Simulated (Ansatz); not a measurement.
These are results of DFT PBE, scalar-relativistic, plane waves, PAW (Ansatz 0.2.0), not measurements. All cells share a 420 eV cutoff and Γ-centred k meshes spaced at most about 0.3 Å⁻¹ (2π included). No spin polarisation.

Temperature and zero-point effects are left out.

Two relaxed structures of Ga3AsP2:

A.

```cif
data_structure
_symmetry_space_group_name_H-M 'P3m1'
_symmetry_Int_Tables_number 156
_cell_length_a 3.9484
_cell_length_b 3.9484
_cell_length_c 9.6770
_cell_angle_alpha 90.000
_cell_angle_beta 90.000
_cell_angle_gamma 120.000
_cell_volume 130.65
loop_
_atom_site_label
_atom_site_type_symbol
_atom_site_symmetry_multiplicity
_atom_site_Wyckoff_symbol
_atom_site_fract_x
_atom_site_fract_y
_atom_site_fract_z
_atom_site_occupancy
Ga1 Ga 1 b 0.33333 0.66667 0.99297 1
Ga2 Ga 1 c 0.66667 0.33333 0.66669 1
Ga3 Ga 1 a 0.00000 0.00000 0.34004 1
P1 P 1 b 0.33333 0.66667 0.74677 1
P2 P 1 c 0.66667 0.33333 0.41981 1
As1 As 1 a 0.00000 0.00000 0.08373 1
```

B.

```cif
data_structure
_symmetry_space_group_name_H-M 'P6_3mc'
_symmetry_Int_Tables_number 186
_cell_length_a 3.9359
_cell_length_b 3.9359
_cell_length_c 19.4699
_cell_angle_alpha 90.000
_cell_angle_beta 90.000
_cell_angle_gamma 120.000
_cell_volume 261.20
loop_
_atom_site_label
_atom_site_type_symbol
_atom_site_symmetry_multiplicity
_atom_site_Wyckoff_symbol
_atom_site_fract_x
_atom_site_fract_y
_atom_site_fract_z
_atom_site_occupancy
Ga1 Ga 2 b 0.33333 0.66667 0.32996 1
Ga2 Ga 2 b 0.33333 0.66667 0.66665 1
Ga3 Ga 2 b 0.33333 0.66667 0.00347 1
P1 P 2 b 0.33333 0.66667 0.12631 1
P2 P 2 b 0.33333 0.66667 0.78988 1
As1 As 2 b 0.33333 0.66667 0.45773 1
```

**Question.** Which form is favoured at zero pressure, and by what margin per atom?

**Answer.** A is lower, by 10 meV/atom. A has P and As ordered on zinc blende sites, space group P3m1 (No. 156), 21.8 Å³/atom and a gap of 0.94 eV on its mesh; B has P and As ordered on wurtzite sites, space group P6_3mc (No. 186), 21.8 Å³/atom and a gap of 0.90 eV. In A, around Ga on its first site lie 1 P at 2.38 Å and 3 As at 2.44 Å; P on its first site is surrounded by 4 Ga at 2.38–2.41 Å; As is surrounded by 4 Ga at 2.44–2.48 Å; 3 more sites not described. In B, around Ga on its first site lie 3 P at 2.40 Å and 1 As at 2.49 Å; around P on its first site lie 4 Ga at 2.39–2.40 Å; As has 4 Ga at 2.44–2.49 Å; 3 more sites not described. Both come from invented guesses. Shaken at random and relaxed again, B came back. Checks on A: no imaginary mode on a 2×2×1 q mesh. Checks on B: no imaginary mode on a 2×2×1 q mesh.

Kohn–Sham gaps at this level usually fall short of measured ones.

Both forms repeat the same anion sequence along the polar axis, two P layers to each As layer, so the 10 meV/atom in favour of A mainly reflects the stacking and not a different arrangement of P and As. Every atom is tetrahedrally bonded in both, and the volumes are practically equal; the difference begins beyond the nearest neighbours. Wurtzite has eclipsed bonds along its axis, which bring some third-neighbour cations and anions closer together. That electrostatic gain pays off in strongly ionic compounds, but Ga–P and Ga–As bonds are largely covalent, and the staggered zinc blende arrangement wins, as it does in bulk GaP and GaAs.

The Ga–As bonds are longer than the Ga–P bonds because As has the larger covalent radius. Sharing one in-plane lattice constant probably stretches the phosphide layers and compresses the arsenide ones, a strain common to both forms. The preference for A therefore doesn't show that this ordering would survive against separation into GaP and GaAs or against a disordered alloy.
